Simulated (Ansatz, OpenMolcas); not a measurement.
# A ladder of methods for C2H2Cl2 (trans-1,2-dichloroethylene)

C2H2Cl2: 6 atoms, total charge 0, spin state singlet. SMILES: `Cl/C=C/Cl`. Geometry: relaxed at PBE0-D4/def2-TZVP.

Each level gives the atomisation enthalpy at 298 K (kJ/mol). The values are calculated. The thermal term (zero-point and 298 K enthalpy, harmonic and unscaled) is that of PBE0-D4/def2-TZVP; the spin-orbit lowering of the free atoms at 298 K, 6.9 kJ/mol by their spectra, is taken off.

```csv
level,kind,program,value (kJ/mol),CPU time (all runs)
HF/def2-SVPD,Hartree–Fock,OpenMolcas,1469,17 s
SVWN5/def2-SVPD,LDA,OpenMolcas,2506,36 s
PBE/def2-SVPD,GGA,OpenMolcas,2197,41 s
M06-L/def2-SVPD,meta-GGA,OpenMolcas,?,63 s
TPSS/def2-SVPD,meta-GGA,OpenMolcas,?,56 s
r2SCAN/def2-SVPD,meta-GGA,OpenMolcas,2128,72 s
BHLYP/def2-SVPD,global hybrid,OpenMolcas,1998,40 s
PBE0/def2-SVPD,global hybrid,OpenMolcas,2139,43 s
```

Problem. Estimate what the levels marked ? give.

Solution. As computed at these levels: M06-L/def2-SVPD: 2142 kJ/mol; TPSS/def2-SVPD: 2124 kJ/mol. Measured: 2107 kJ/mol (CRC Handbook of Chemistry and Physics). Nearest: TPSS/def2-SVPD (+17 kJ/mol); farthest: HF/def2-SVPD (-638 kJ/mol). Computed less measured by kind, in kJ/mol (def2-SVPD rows): Hartree–Fock -638; LDA +399; GGA +90; meta-GGA +17 to +35; global hybrid -109 to +32. CPU times are rough (shared hosts, several kinds of processor): they show what a rung costs within a factor of a few.
